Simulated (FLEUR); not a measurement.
# TePb (Fm-3m) in FLEUR: further runs, part 2 of 2

FLEUR MaX-R8.1 (later development tree). Earlier steps stand in the parts before.

### 3 Equation of state, LDA (von Barth-Hedin), 31.71 Å³/atom (volume scaled by 0.94)

Changes to inp.xml since step 2:

```diff
@@ -24,3 +24,3 @@
       <xi:include xmlns:xi="http://www.w3.org/2001/XInclude" href="sym.xml"> </xi:include>
-      <bulkLattice scale="1.0">
+      <bulkLattice scale="0.9795861087">
          <bravaisMatrix>
```

Potentials or basis: all-electron, FLAPW.

Launch:

```console
> inpgen -f crystal.txt -profile fastHighL
> # inp.xml edited to the form shown
> fleur_MPI
```

The program printed:

```text
Welcome to FLEUR        (www.flapw.de)
      MaX-Release 8.1          (www.max-centre.eu)

 ========== k-point set info ==========
 Selected k-point list: default-1
 k-point list type: mesh
 7 x 7 x 7
 Number of k points: 20

 ------------Calculation Setup---------------------------
 Number of MPI-tasks      :            1
 Number of PE/node        :            1
 Number of OMP-threads    :            1
 Most efficient MPI parallelization for:
           1           2           4           5          10          20
 Additional eigenvalue parallelization possible
 Number of basis functions:          615
 Approximate size of matrices (H+S) per k-point:         0.006 GB
 --------------------------------------------------------
 Iteration:     1   Distance:       8.67914686 me/bohr^3
 Iteration:     2   Distance:       8.13870625 me/bohr^3
 Iteration:     3   Distance:       3.20874100 me/bohr^3
 Iteration:     4   Distance:       0.84821442 me/bohr^3
 Iteration:     5   Distance:       0.65029078 me/bohr^3
 Iteration:     6   Distance:       0.05731632 me/bohr^3
 Iteration:     7   Distance:       0.04497384 me/bohr^3
 Iteration:     8   Distance:       0.01019232 me/bohr^3
 Iteration:     9   Distance:       0.00432941 me/bohr^3
 Iteration:    10   Distance:       0.00149907 me/bohr^3
 Iteration:    11   Distance:       0.00035580 me/bohr^3
 Iteration:    12   Distance:       0.00006964 me/bohr^3
 Iteration:    13   Distance:       0.00004059 me/bohr^3
 Iteration:    14   Distance:       0.00000605 me/bohr^3

 ********************************************************************
 Run finished successfully
 Stop message:
   all done
 ********************************************************************
```

out.xml (last iteration):

```text
<iteration numberForCurrentRun="   14" overallNumber="   14">
         <energyParameters units="Htr">
            <atomicEP atomType="1" spin="1" branch="6s" branchLowest="-4.90" branchHighest="0.53" value="-0.0997810235"/>
            <atomicEP atomType="1" spin="1" branch="6p" branchLowest="-2.75" branchHighest="1.36" value="0.1813195302"/>
            <atomicEP atomType="1" spin="1" branch="5d" branchLowest="-14.34" branchHighest="-0.32" value="-0.3550500913"/>
            <atomicEP atomType="1" spin="1" branch="5f" branchLowest="-4.50" branchHighest="1.83" value="0.5199856270"/>
            <loAtomicEP atomType="1" spin="1" branch="5p" branchLowest="-23.25" branchHighest="-2.75" value="-2.8241303343"/>
            <loAtomicEP atomType="1" spin="1" branch="5p" branchLowest="-23.25" branchHighest="-2.75" value="-2.8241303343"/>
            <loAtomicEP atomType="1" spin="1" branch="6s" branchLowest="-4.90" branchHighest="0.53" value="-0.0997810235"/>
            <loAtomicEP atomType="1" spin="1" branch="5d" branchLowest="-14.34" branchHighest="-0.32" value="-0.3867418587"/>
            <loAtomicEP atomType="1" spin="1" branch="5f" branchLowest="-4.50" branchHighest="1.83" value="0.5199731371"/>
            <atomicEP atomType="2" spin="1" branch="5s" branchLowest="-5.60" branchHighest="0.28" value="-0.1824424302"/>
            <atomicEP atomType="2" spin="1" branch="5p" branchLowest="-3.77" branchHighest="0.91" value="0.1201370867"/>
            <atomicEP atomType="2" spin="1" branch="5d" branchLowest="-1.10" branchHighest="2.01" value="0.3689974466"/>
            <atomicEP atomType="2" spin="1" branch="4f" branchLowest="-9.99" branchHighest="1.52" value="0.5270805310"/>
            <loAtomicEP atomType="2" spin="1" branch="4p" branchLowest="-29.07" branchHighest="-3.77" value="-3.7807304480"/>
            <loAtomicEP atomType="2" spin="1" branch="4p" branchLowest="-29.07" branchHighest="-3.77" value="-3.7807304480"/>
            <loAtomicEP atomType="2" spin="1" branch="4d" branchLowest="-20.14" branchHighest="-1.10" value="-1.1056752772"/>
            <loAtomicEP atomType="2" spin="1" branch="4d" branchLowest="-20.14" branchHighest="-1.10" value="-1.1056752772"/>
            <loAtomicEP atomType="2" spin="1" branch="5s" branchLowest="-5.60" branchHighest="0.28" value="-0.1824424302"/>
[... 107 lines left out ...]
               <shell n="3" l="2" isomerShift="0.00003"/>
            </coreIsomerShift>
            <isomerShift atomType="1" nucleusRadius="0.0001398" averageDensity="2979791.81946"/>
            <isomerShift atomType="2" nucleusRadius="0.0001189" averageDensity="231386.83109"/>
            <electricFieldGradient atomType="1" VXX="0.00000" VYY="0.00000" VZZ="0.00000" asymParam="0.00000">
            </electricFieldGradient>
            <electricFieldGradient atomType="2" VXX="0.00000" VYY="0.00000" VZZ="0.00000" asymParam="0.00000">
            </electricFieldGradient>
         </moessbauerParams>
         <totalEnergy                                    value="   -27710.3986801889" units="Htr">
            <sumOfEigenvalues                            value="   -17061.0617636232">
               <coreElectrons value="-17007.2445285738"/>
               <valenceElectrons value="-53.8172350494"/>
            </sumOfEigenvalues>
            <densityCoulombPotentialIntegral value="-47854.2537391399"/>
            <densityEffectivePotentialIntegral value="-48585.5401596558"/>
            <chargeDenXCDenIntegral value="-551.5742083764"/>
            <FockExchangeEnergyValence value="0.0000000000"/>
            <FockExchangeEnergyCore value="0.0000000000"/>
            <atomTypeDependentContributions atomType="1">
               <electronNucleiInteractionDifferentMTs value="26454.5724950411"/>
               <MadelungTerm value="-39.6069660695"/>
            </atomTypeDependentContributions>
            <atomTypeDependentContributions atomType="2">
               <electronNucleiInteractionDifferentMTs value="8237.8610682962"/>
               <MadelungTerm value="-24.1354688683"/>
            </atomTypeDependentContributions>
            <tkbTimesEntropy value="0.0000000000"/>
            <freeEnergy value="-27710.3986801889"/>
            <extrapolationTo0K value="-27710.3986801889"/>
         </totalEnergy>
         <densityConvergence units="me/bohr^3">
            <chargeDensity spin="1" distance="0.0000060533"/>
         </densityConvergence>
      </iteration>
```

It took 37 s on 1 thread of Arm Neoverse V1, shared host; peak memory 0.08 GiB.

Results:

```
Free energy                                           : -754038.3615 eV
Valence electrons inside the program's atomic spheres : Pb 18.00; Te 20.18 (radii Pb 2.66, Te 2.66 bohr)
```

Caveat: this odd mesh misses L, where the gap lies, so gap, dielectric constants and Born charges aren't listed.

### 4 Equation of state, LDA (von Barth-Hedin), 32.38 Å³/atom (volume scaled by 0.96)

Changes to inp.xml since step 3:

```diff
@@ -24,3 +24,3 @@
       <xi:include xmlns:xi="http://www.w3.org/2001/XInclude" href="sym.xml"> </xi:include>
-      <bulkLattice scale="0.9795861087">
+      <bulkLattice scale="0.9864848297">
          <bravaisMatrix>
```

Launch:

```console
> inpgen -f crystal.txt -profile fastHighL
> # inp.xml edited to the form shown
> fleur_MPI
```

Run time: 38 s. Hardware: 1 thread of Arm Neoverse V1, shared host; peak memory 0.08 GiB.

The run converged. Its results:

* Free energy: -754038.3631 eV
* Valence electrons inside the program's atomic spheres: Pb 17.98; Te 20.17 (radii Pb 2.66, Te 2.66 bohr)

Caveat: this odd mesh misses L, where the gap lies, so gap, dielectric constants and Born charges aren't listed.

### 5 Equation of state, LDA (von Barth-Hedin), 33.73 Å³/atom

Changes to inp.xml since step 4:

```diff
@@ -24,3 +24,3 @@
       <xi:include xmlns:xi="http://www.w3.org/2001/XInclude" href="sym.xml"> </xi:include>
-      <bulkLattice scale="0.9864848297">
+      <bulkLattice scale="1.0000000000">
          <bravaisMatrix>
```

Launch:

```console
> inpgen -f crystal.txt -profile fastHighL
> # inp.xml edited to the form shown
> fleur_MPI
```

It took 41 s on 1 thread of Arm Neoverse V1, shared host; peak memory 0.09 GiB.

It converged, with:

| Quantity | Value |
| --- | --- |
| Free energy | -754038.3416 eV |
| Valence electrons inside the program's atomic spheres | Pb 17.95; Te 20.15 (radii Pb 2.66, Te 2.66 bohr) |

Caveat: this odd mesh misses L, where the gap lies, so gap, dielectric constants and Born charges aren't listed.

### 6 Equation of state, LDA (von Barth-Hedin), 35.08 Å³/atom (volume scaled by 1.04)

Changes to inp.xml since step 5:

```diff
@@ -24,3 +24,3 @@
       <xi:include xmlns:xi="http://www.w3.org/2001/XInclude" href="sym.xml"> </xi:include>
-      <bulkLattice scale="1.0000000000">
+      <bulkLattice scale="1.0131594038">
          <bravaisMatrix>
```

Potentials or basis: all-electron, FLAPW.

Launch:

```console
> inpgen -f crystal.txt -profile fastHighL
> # inp.xml edited to the form shown
> fleur_MPI
```

It took 46 s on 1 thread of Arm Neoverse V1, shared host; peak memory 0.09 GiB.

It converged, with:

```
Free energy                                           : -754038.2929 eV
Valence electrons inside the program's atomic spheres : Pb 17.92; Te 20.12 (radii Pb 2.66, Te 2.66 bohr)
```

Caveat: this odd mesh misses L, where the gap lies, so gap, dielectric constants and Born charges aren't listed.

### 7 Equation of state, LDA (von Barth-Hedin), 35.75 Å³/atom (volume scaled by 1.06)

Changes to inp.xml since step 6:

```diff
@@ -24,3 +24,3 @@
       <xi:include xmlns:xi="http://www.w3.org/2001/XInclude" href="sym.xml"> </xi:include>
-      <bulkLattice scale="1.0131594038">
+      <bulkLattice scale="1.0196128224">
          <bravaisMatrix>
```

Launch:

```console
> inpgen -f crystal.txt -profile fastHighL
> # inp.xml edited to the form shown
> fleur_MPI
```

It took 47 s on 1 thread of Arm Neoverse V1, shared host; peak memory 0.09 GiB.

Results (log left out):

| Item | Value |
| --- | --- |
| Free energy | -754038.2601 eV |
| Valence electrons inside the program's atomic spheres | Pb 17.91; Te 20.11 (radii Pb 2.66, Te 2.66 bohr) |

Caveat: this odd mesh misses L, where the gap lies, so gap, dielectric constants and Born charges aren't listed.

### 8 Equation of state, LDA (von Barth-Hedin)

No new run: the results of the series are fitted here.

What came out:

```
Equilibrium volume                      : 32.16 Å³/atom
Bulk modulus                            : 50 GPa
Pressure derivative of the bulk modulus : 4.6 (rough: it moves with the points fitted)
```

Energy against volume, from the lowest point:
```tsv
volume (Å³/atom)	energy (meV/atom)
31.706	0.80
32.380	0.00
33.730	10.75
35.079	35.12
35.753	51.49
```

Caveat: this odd mesh misses L, where the gap lies, so gap, dielectric constants and Born charges aren't listed.

### 9 Comparison with measurements

Step 2. Measured gap of TePb: 0.19 eV (direct; 4.2 K; a printed reference work, monograph). This calculation gives 0.66 eV (+0.47 eV). Spin-orbit coupling on Pb, Te is left out. The value is that of LDA (von Barth-Hedin), without temperature or zero-point motion.
